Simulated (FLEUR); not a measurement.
# BaS (Fm-3m) in FLEUR: a series of runs

One crystal, BaS, is run at these levels: PBEsol; tasks: equation of state, band structure.

Everything below comes from runs of FLEUR MaX-R8.1 (later development tree). Logs are shortened: lines on timing, memory, paths and dates and some standing lists are left out, and cuts for length are marked.

**Measured values to compare with.**

A printed reference work, monograph, original work of 1988 reports, for a bulk crystal of BaS at 2 K: band gap 3.806 eV (indirect).

How close the calculation comes is told below.

### 1 The structure

The structure is cubic, space group Fm-3m (No. 225). Conventional cell: a = 6.388 Å, b = 6.388 Å, c = 6.388 Å, α = 90.00°, β = 90.00°, γ = 90.00°. Ba (site symmetry m-3m) has 6 S at 3.19 Å as nearest neighbours. Around S (site symmetry m-3m) lie 6 Ba at 3.19 Å.

### 2 Equation of state, PBEsol, 30.62 Å³/atom (volume scaled by 0.94)

inp.xml reads:

```xml
<?xml version="1.0" encoding="UTF-8" standalone="no"?>
<fleurInput fleurInputVersion="0.39">
   <comment>
      BaS                                                                                                 
   </comment>
   <calculationSetup>
      <cutoffs Kmax="4.1" Gmax="12.7" GmaxXC="12.7" numbands="0"/>
      <scfLoop itmax="60" minDistance="0.00001" maxIterBroyd="15" imix="Anderson" alpha="0.05" precondParam="0.0" spinf="2.0" sdNocoIR="T"/>
      <coreElectrons ctail="T" frcor="F" kcrel="0" coretail_lmax="0"/>
      <xcFunctional name="PBEs" relativisticCorrections="F"/>
      <magnetism jspins="1"/>
      <soc l_soc="F" theta="0.0" phi="0.0" spav="F"/>
      <expertModes spex="0" secvar="F"/>
      <geometryOptimization l_f="F" forcealpha="1.0" forcemix="BFGS" epsdisp="0.00001" epsforce="0.00001"/>
      <ldaU l_linMix="F" mixParam="0.05" spinf="1.0"/>
   </calculationSetup>
   <cell>
      <bzIntegration valenceElectrons="26.0" mode="hist" fermiSmearingEnergy="0.00183747">
         <kPointListSelection listName="default-1"/>
         <!-- k-points included here -->
         <xi:include xmlns:xi="http://www.w3.org/2001/XInclude" href="kpts.xml"> </xi:include>
      </bzIntegration>
      <!-- symmetry operations included here -->
      <xi:include xmlns:xi="http://www.w3.org/2001/XInclude" href="sym.xml"> </xi:include>
      <bulkLattice scale="0.9795861087">
         <bravaisMatrix>
            <row-1>    0.0000000000000000     6.0353128104412495     6.0353128104412495</row-1>
            <row-2>    6.0353128104412495     0.0000000000000000     6.0353128104412495</row-2>
            <row-3>    6.0353128104412495     6.0353128104412495     0.0000000000000000</row-3>
         </bravaisMatrix>
      </bulkLattice>
   </cell>
   <atomSpecies>
      <species name="Barium (Ba)" element="Ba" atomicNumber="56">
         <mtSphere radius="2.66" gridPoints="879" logIncrement="0.015"/>
         <atomicCutoffs lmax="10" lnonsphr="10"/>
         <electronConfig flipSpins="F">
            <coreConfig>(1s1/2) (2s1/2) (2p1/2) (2p3/2) (3s1/2) (3p1/2) (3p3/2) (4s1/2) (3d3/2) (3d5/2) (4p1/2) (4p3/2)</coreConfig>
            <valenceConfig>(5s1/2) (4d3/2) (4d5/2) (5p1/2) (5p3/2) (6s1/2)</valenceConfig>
         </electronConfig>
         <energyParameters s="6" p="5" d="4" f="4"/>
         <lo type="SCLO" l="0" n="5" eDeriv="0"/>
         <lo type="HELO" l="1" n="6" eDeriv="0"/>
         <lo type="HELO" l="1" n="6" eDeriv="1"/>
         <lo type="HELO" l="2" n="5" eDeriv="0"/>
         <lo type="HELO" l="2" n="5" eDeriv="1"/>
         <lo type="SCLO" l="3" n="4" eDeriv="2"/>
      </species>
      <species name="Sulfur (S)" element="S" atomicNumber="16">
         <mtSphere radius="2.62" gridPoints="879" logIncrement="0.013"/>
         <atomicCutoffs lmax="10" lnonsphr="10"/>
         <electronConfig flipSpins="F">
            <coreConfig>(1s1/2) (2s1/2) (2p1/2) (2p3/2)</coreConfig>
            <valenceConfig>(3s1/2) (3p1/2) (3p3/2)</valenceConfig>
            <stateOccupation state="(3p1/2)" spinUp="0.666667" spinDown="0.666667"/>
            <stateOccupation state="(3p3/2)" spinUp="1.333333" spinDown="1.333333"/>
         </electronConfig>
         <energyParameters s="3" p="3" d="3" f="4"/>
         <lo type="SCLO" l="0" n="3" eDeriv="2"/>
         <lo type="SCLO" l="1" n="3" eDeriv="2"/>
         <lo type="SCLO" l="2" n="3" eDeriv="2"/>
         <lo type="SCLO" l="3" n="4" eDeriv="2"/>
      </species>
   </atomSpecies>
   <atomGroups>
      <atomGroup species="Barium (Ba)">
         <relPos label="                   1">.0000000000 .0000000000 .0000000000</relPos>
         <force calculate="T" relaxXYZ="TTT"/>
      </atomGroup>
      <atomGroup species="Sulfur (S)">
         <relPos label="                   2">1.000/2.000 1.000/2.000 1.000/2.000</relPos>
         <force calculate="T" relaxXYZ="TTT"/>
      </atomGroup>
   </atomGroups>
   <output dos="F" band="F" slice="F">
      <checks vchk="F" cdinf="F"/>
      <bandDOS minEnergy="-.5*Htr" maxEnergy="0.5*Htr" sigma="0.015" storeEVData="T"/>
      <vacuumDOS vacdos="F" integ="F" star="F" nstars="0" locx1="0.0" locy1="0.0" locx2="0.0" locy2="0.0" nstm="0" tworkf="0.0"/>
      <unfoldingBand unfoldBand="F" supercellX="1" supercellY="1" supercellZ="1"/>
      <plotting iplot="0" polar="F">
         <plot TwoD="T" vec1="  1.0  0.0  0.0" vec2="  0.0  1.0  0.0" vec3="  0.0  0.0  1.0" zero="  0.0  0.0  0.0" file="plot"/>
      </plotting>
      <chargeDensitySlicing numkpt="0" minEigenval="0.0" maxEigenval="0.0" nnne="0" pallst="F"/>
      <specialOutput eonly="F"/>
      <moessbauerParams electricFieldGradient="T" isomerShift="T" coreHyperfine="T" valenceHyperfine="T"/>
      <magneticCircularDichroism mcd="F" energyLo="-10.0" energyUp="0.0"/>
   </output>
  <!-- We include the file relax.xml here to enable relaxations (see documentation) -->
  <xi:include xmlns:xi="http://www.w3.org/2001/XInclude" href="relax.xml"> <xi:fallback/> </xi:include>
</fleurInput>
```

Potentials or basis: all-electron, FLAPW.

Launch:

```sh
> inpgen -f crystal.txt -profile fastHighL
> # inp.xml edited to the form shown
> fleur_MPI
```

Standard output:

```text
Welcome to FLEUR        (www.flapw.de)
      MaX-Release 8.1          (www.max-centre.eu)

 ========== k-point set info ==========
 Selected k-point list: default-1
 k-point list type: mesh
 7 x 7 x 7
 Number of k points: 20

 ------------Calculation Setup---------------------------
 Number of MPI-tasks      :            1
 Number of PE/node        :            1
 Number of OMP-threads    :            1
 Most efficient MPI parallelization for:
           1           2           4           5          10          20
 Additional eigenvalue parallelization possible
 Number of basis functions:          615
 Approximate size of matrices (H+S) per k-point:         0.006 GB
 --------------------------------------------------------
 Iteration:     1   Distance:       6.25809934 me/bohr^3
 Iteration:     2   Distance:       5.57247655 me/bohr^3
 Iteration:     3   Distance:       2.48412606 me/bohr^3
 Iteration:     4   Distance:       1.51418378 me/bohr^3
 Iteration:     5   Distance:       0.44266709 me/bohr^3
 Iteration:     6   Distance:       0.35061666 me/bohr^3
 Iteration:     7   Distance:       0.21145255 me/bohr^3
 Iteration:     8   Distance:       0.01601433 me/bohr^3
 Iteration:     9   Distance:       0.01605490 me/bohr^3
 Iteration:    10   Distance:       0.00188421 me/bohr^3
 Iteration:    11   Distance:       0.00116285 me/bohr^3
 Iteration:    12   Distance:       0.00012870 me/bohr^3
 Iteration:    13   Distance:       0.00002040 me/bohr^3
 Iteration:    14   Distance:       0.00001171 me/bohr^3
 Iteration:    15   Distance:       0.00000361 me/bohr^3

 ********************************************************************
 Run finished successfully
 Stop message:
   all done
 ********************************************************************
```

out.xml (last iteration):

```text
<iteration numberForCurrentRun="   15" overallNumber="   15">
         <energyParameters units="Htr">
            <atomicEP atomType="1" spin="1" branch="6s" branchLowest="-0.56" branchHighest="3.14" value="0.2155279172"/>
            <atomicEP atomType="1" spin="1" branch="5p" branchLowest="-6.13" branchHighest="0.15" value="-0.1885559597"/>
            <atomicEP atomType="1" spin="1" branch="4d" branchLowest="-27.56" branchHighest="-2.78" value="-2.7428937208"/>
            <atomicEP atomType="1" spin="1" branch="4f" branchLowest="-9.99" branchHighest="0.69" value="0.4764334796"/>
            <loAtomicEP atomType="1" spin="1" branch="5s" branchLowest="-8.43" branchHighest="-0.56" value="-0.7395706486"/>
            <heloAtomicEP atomType="1" spin="1" branch="6p" branchLowest="2.57" branchHighest="2.57" value="2.5706713367"/>
            <heloAtomicEP atomType="1" spin="1" branch="6p" branchLowest="2.57" branchHighest="2.57" value="2.5706713367"/>
            <heloAtomicEP atomType="1" spin="1" branch="5d" branchLowest="0.95" branchHighest="0.95" value="0.9474912243"/>
            <heloAtomicEP atomType="1" spin="1" branch="5d" branchLowest="0.95" branchHighest="0.95" value="0.9474912243"/>
            <loAtomicEP atomType="1" spin="1" branch="4f" branchLowest="-9.99" branchHighest="0.69" value="0.4760573430"/>
            <atomicEP atomType="2" spin="1" branch="3s" branchLowest="-7.24" branchHighest="0.08" value="-0.1697556280"/>
            <atomicEP atomType="2" spin="1" branch="3p" branchLowest="-5.22" branchHighest="0.58" value="0.1724024867"/>
            <atomicEP atomType="2" spin="1" branch="3d" branchLowest="-9.99" branchHighest="1.28" value="0.4900150699"/>
            <atomicEP atomType="2" spin="1" branch="4f" branchLowest="-9.99" branchHighest="2.87" value="0.6724602196"/>
            <loAtomicEP atomType="2" spin="1" branch="3s" branchLowest="-7.24" branchHighest="0.08" value="-0.1697556280"/>
            <loAtomicEP atomType="2" spin="1" branch="3p" branchLowest="-5.22" branchHighest="0.58" value="0.1716210409"/>
            <loAtomicEP atomType="2" spin="1" branch="3d" branchLowest="-9.99" branchHighest="1.28" value="0.4900095299"/>
            <loAtomicEP atomType="2" spin="1" branch="4f" branchLowest="-9.99" branchHighest="2.87" value="0.6724627736"/>
         </energyParameters>
         <eigenvalues>
            <eigenvaluesAt spin="1" ikpt="1" k_x="0.00000000" k_y="0.00000000" k_z="0.00000000">
                      -2.7807529098       -2.7807529098       -2.7807529098       -2.7804388496       -2.7804388496
                      -0.7379395662       -0.1878971534       -0.1878971534       -0.1878971534       -0.1741078278
                       0.2068693372        0.2068693372        0.2068693372        0.3471850613        0.3497987105
                       0.3497987105        0.3497987105        0.3871671749        0.3871671749        0.4778263646
                       0.5824368856
            </eigenvaluesAt>
            <eigenvaluesAt spin="1" ikpt="2" k_x="0.00000000" k_y="0.00000000" k_z="0.14285714">
                      -2.7807524090       -2.7807523930       -2.7807523930       -2.7804384845       -2.7804384845
                      -0.7375095910       -0.2086859651       -0.1882229948       -0.1882229948       -0.1527689239
                       0.1872212089        0.1965725181        0.1965725181        0.3491464285        0.3611520507
                       0.3611520507        0.3759364066        0.4094461048        0.4094461048        0.5017957879
                       0.5780650957
            </eigenvaluesAt>
            <eigenvaluesAt spin="1" ikpt="3" k_x="0.00000000" k_y="0.00000000" k_z="0.28571429">
                      -2.7807521130       -2.7807521086       -2.7807521086       -2.7804382115       -2.7804382115
                      -0.7365360074       -0.2295965145       -0.1889447766       -0.1889447766       -0.1304943539
                       0.1550782684        0.1782406086        0.1782406086        0.3606645043        0.3927412584
                       0.3927412584        0.4285609493        0.4625313638        0.4625313638        0.5419096004
[... 25 lines left out ...]
            <state n="2" l="1" j="1.5" energy="-189.0437363929" weight="2.0000000000"/>
            <state n="3" l="0" j="0.5" energy="-45.0997134026" weight="1.0000000000"/>
            <state n="3" l="1" j="0.5" energy="-39.8453936312" weight="1.0000000000"/>
            <state n="3" l="1" j="1.5" energy="-37.1359465434" weight="2.0000000000"/>
            <state n="4" l="0" j="0.5" energy="-8.4342307670" weight="1.0000000000"/>
            <state n="3" l="2" j="1.5" energy="-27.9116367887" weight="2.0000000000"/>
            <state n="3" l="2" j="2.5" energy="-27.3338047569" weight="3.0000000000"/>
            <state n="4" l="1" j="0.5" energy="-6.5245568799" weight="1.0000000000"/>
            <state n="4" l="1" j="1.5" energy="-5.9582018053" weight="2.0000000000"/>
         </coreStates>
         <coreStates atomType="     2" atomicNumber=" 16" spin="1" kinEnergy="    386.8114090610" eigValSum="   -221.2696941187" lostElectrons=" 0.000004">
            <state n="1" l="0" j="0.5" energy="-87.7263996057" weight="1.0000000000"/>
            <state n="2" l="0" j="0.5" energy="-7.2415494721" weight="1.0000000000"/>
            <state n="2" l="1" j="0.5" energy="-5.2531395068" weight="1.0000000000"/>
            <state n="2" l="1" j="1.5" energy="-5.2068792374" weight="2.0000000000"/>
         </coreStates>
         <allElectronCharges>
            <spinDependentCharge spin="1" total="72.0000000" interstitial="2.9226139" mtSpheres="69.0773861"/>
            <totalCharge value="71.9999999936"/>
         </allElectronCharges>
         <moessbauerParams unitsHFF="kG" unitsIS="e/bohr^3" unitsEFG="Htr/bohr^2">
            <coreIsomerShift atomType="1" isTotal="329584.04099">
               <shell n="1" l="0" isomerShift="284504.15265"/>
               <shell n="2" l="0" isomerShift="34956.12086"/>
               <shell n="2" l="1" isomerShift="1092.62535"/>
               <shell n="3" l="0" isomerShift="7123.79256"/>
               <shell n="3" l="1" isomerShift="243.33436"/>
               <shell n="4" l="0" isomerShift="1611.53508"/>
               <shell n="3" l="2" isomerShift="0.00006"/>
               <shell n="4" l="1" isomerShift="52.48007"/>
            </coreIsomerShift>
            <coreIsomerShift atomType="2" isTotal="2922.35237">
               <shell n="1" l="0" isomerShift="2715.08194"/>
               <shell n="2" l="0" isomerShift="206.91107"/>
               <shell n="2" l="1" isomerShift="0.35936"/>
            </coreIsomerShift>
            <isomerShift atomType="1" nucleusRadius="0.0001219" averageDensity="329860.37922"/>
            <isomerShift atomType="2" nucleusRadius="0.0000750" averageDensity="2940.91100"/>
            <electricFieldGradient atomType="1" VXX="0.00000" VYY="0.00000" VZZ="0.00000" asymParam="0.00000">
            </electricFieldGradient>
            <electricFieldGradient atomType="2" VXX="0.00000" VYY="0.00000" VZZ="0.00000" asymParam="0.00000">
            </electricFieldGradient>
         </moessbauerParams>
         <totalEnergy                                    value="    -8534.8971075330" units="Htr">
            <sumOfEigenvalues                            value="    -5226.3649931148">
               <coreElectrons value="-5196.6404793250"/>
               <valenceElectrons value="-29.7245137898"/>
            </sumOfEigenvalues>
            <densityCoulombPotentialIntegral value="-14021.8545540118"/>
            <densityEffectivePotentialIntegral value="-14311.2732842237"/>
            <chargeDenXCDenIntegral value="-220.2139086763"/>
            <FockExchangeEnergyValence value="0.0000000000"/>
            <FockExchangeEnergyCore value="0.0000000000"/>
            <atomTypeDependentContributions atomType="1">
               <electronNucleiInteractionDifferentMTs value="9877.8975539731"/>
               <MadelungTerm value="-31.1484578589"/>
            </atomTypeDependentContributions>
            <atomTypeDependentContributions atomType="2">
               <electronNucleiInteractionDifferentMTs value="475.8011426564"/>
               <MadelungTerm value="-3.8170584714"/>
            </atomTypeDependentContributions>
            <tkbTimesEntropy value="0.0000000000"/>
            <freeEnergy value="-8534.8971075330"/>
            <extrapolationTo0K value="-8534.8971075330"/>
         </totalEnergy>
         <densityConvergence units="me/bohr^3">
            <chargeDensity spin="1" distance="0.0000036064"/>
         </densityConvergence>
      </iteration>
```

It took 28 s on 1 thread of Intel Xeon 6975P-C (Granite Rapids), shared host; peak memory 0.08 GiB.

What came out:

| Quantity | Value |
| --- | --- |
| Free energy | -232246.3818 eV |
| Band gap on the k mesh | 2.04 eV, indirect (least direct gap 2.11 eV) |
| Valence electrons inside the program's atomic spheres | Ba 17.44; S 5.64 (radii Ba 2.66, S 2.62 bohr) |

Caveat: spin-orbit coupling is left out, which moves the levels of the heavy elements; an odd mesh through Γ misses points on the zone boundary, where band edges often lie.

### 3 Equation of state, PBEsol, 31.27 Å³/atom (volume scaled by 0.96)

inp.xml, as its differences from that of step 2:

```diff
@@ -24,3 +24,3 @@
       <xi:include xmlns:xi="http://www.w3.org/2001/XInclude" href="sym.xml"> </xi:include>
-      <bulkLattice scale="0.9795861087">
+      <bulkLattice scale="0.9864848297">
          <bravaisMatrix>
```

Potentials or basis: all-electron, FLAPW.

Launch:

```sh
> inpgen -f crystal.txt -profile fastHighL
> # inp.xml edited to the form shown
> fleur_MPI
```

It took 32 s on 1 thread of Intel Xeon 6975P-C (Granite Rapids), shared host; peak memory 0.07 GiB.

Results (log left out):

| Property | Result |
| --- | --- |
| Free energy | -232246.3919 eV |
| Band gap on the k mesh | 2.07 eV, indirect (least direct gap 2.17 eV) |
| Valence electrons inside the program's atomic spheres | Ba 17.43; S 5.62 (radii Ba 2.66, S 2.62 bohr) |

Caveat: spin-orbit coupling is left out, which moves the levels of the heavy elements; an odd mesh through Γ misses points on the zone boundary, where band edges often lie.

### 4 Equation of state, PBEsol, 31.92 Å³/atom (volume scaled by 0.98)

inp.xml, as its differences from that of step 3:

```diff
@@ -24,3 +24,3 @@
       <xi:include xmlns:xi="http://www.w3.org/2001/XInclude" href="sym.xml"> </xi:include>
-      <bulkLattice scale="0.9864848297">
+      <bulkLattice scale="0.9932883884">
          <bravaisMatrix>
```

Launch:

```sh
> inpgen -f crystal.txt -profile fastHighL
> # inp.xml edited to the form shown
> fleur_MPI
```

It took 29 s on 1 thread of Intel Xeon 6975P-C (Granite Rapids), shared host; peak memory 0.08 GiB.

It converged, with:

```yaml
Free_energy: -232246.3937 eV
Band_gap_on_the_k_mesh: 2.11 eV, indirect (least direct gap 2.21 eV)
Valence_electrons_inside_the_program's_atomic_spheres: Ba 17.42; S 5.61 (radii Ba 2.66, S 2.62 bohr)
```

Caveat: spin-orbit coupling is left out, which moves the levels of the heavy elements; an odd mesh through Γ misses points on the zone boundary, where band edges often lie.

### 5 Equation of state, PBEsol, 32.58 Å³/atom

inp.xml, as its differences from that of step 4:

```diff
@@ -24,3 +24,3 @@
       <xi:include xmlns:xi="http://www.w3.org/2001/XInclude" href="sym.xml"> </xi:include>
-      <bulkLattice scale="0.9932883884">
+      <bulkLattice scale="1.0000000000">
          <bravaisMatrix>
```

Launch:

```sh
> inpgen -f crystal.txt -profile fastHighL
> # inp.xml edited to the form shown
> fleur_MPI
```

It took 29 s on 1 thread of Intel Xeon 6975P-C (Granite Rapids), shared host; peak memory 0.08 GiB.

The run converged. Its results:

```yaml
Free_energy: -232246.3879 eV
Band_gap_on_the_k_mesh: 2.14 eV, indirect (least direct gap 2.26 eV)
Valence_electrons_inside_the_program's_atomic_spheres: Ba 17.41; S 5.59 (radii Ba 2.66, S 2.62 bohr)
```

Caveat: spin-orbit coupling is left out, which moves the levels of the heavy elements; an odd mesh through Γ misses points on the zone boundary, where band edges often lie.

### 6 Equation of state, PBEsol, 33.23 Å³/atom (volume scaled by 1.02)

inp.xml, as its differences from that of step 5:

```diff
@@ -24,3 +24,3 @@
       <xi:include xmlns:xi="http://www.w3.org/2001/XInclude" href="sym.xml"> </xi:include>
-      <bulkLattice scale="1.0000000000">
+      <bulkLattice scale="1.0066227096">
          <bravaisMatrix>
```

Potentials or basis: all-electron, FLAPW.

Launch:

```sh
> inpgen -f crystal.txt -profile fastHighL
> # inp.xml edited to the form shown
> fleur_MPI
```

Wall time 30 s (1 thread of Intel Xeon 6975P-C (Granite Rapids), shared host); peak memory 0.08 GiB.

Results (log left out):

```
Free energy                                           : -232246.3754 eV
Band gap on the k mesh                                : 2.17 eV, indirect (least direct gap 2.30 eV)
Valence electrons inside the program's atomic spheres : Ba 17.40; S 5.58 (radii Ba 2.66, S 2.62 bohr)
```

Caveat: spin-orbit coupling is left out, which moves the levels of the heavy elements; an odd mesh through Γ misses points on the zone boundary, where band edges often lie.

### 7 Equation of state, PBEsol, 33.88 Å³/atom (volume scaled by 1.04)

inp.xml, as its differences from that of step 6:

```diff
@@ -24,3 +24,3 @@
       <xi:include xmlns:xi="http://www.w3.org/2001/XInclude" href="sym.xml"> </xi:include>
-      <bulkLattice scale="1.0066227096">
+      <bulkLattice scale="1.0131594038">
          <bravaisMatrix>
```

Launch:

```sh
> inpgen -f crystal.txt -profile fastHighL
> # inp.xml edited to the form shown
> fleur_MPI
```

It took 30 s on 1 thread of Intel Xeon 6975P-C (Granite Rapids), shared host; peak memory 0.07 GiB.

Results (log left out):

* Free energy: -232246.3569 eV
* Band gap on the k mesh: 2.20 eV, indirect (least direct gap 2.33 eV)
* Valence electrons inside the program's atomic spheres: Ba 17.39; S 5.57 (radii Ba 2.66, S 2.62 bohr)

Caveat: spin-orbit coupling is left out, which moves the levels of the heavy elements; an odd mesh through Γ misses points on the zone boundary, where band edges often lie.

(Continued in part 2 of 2.)
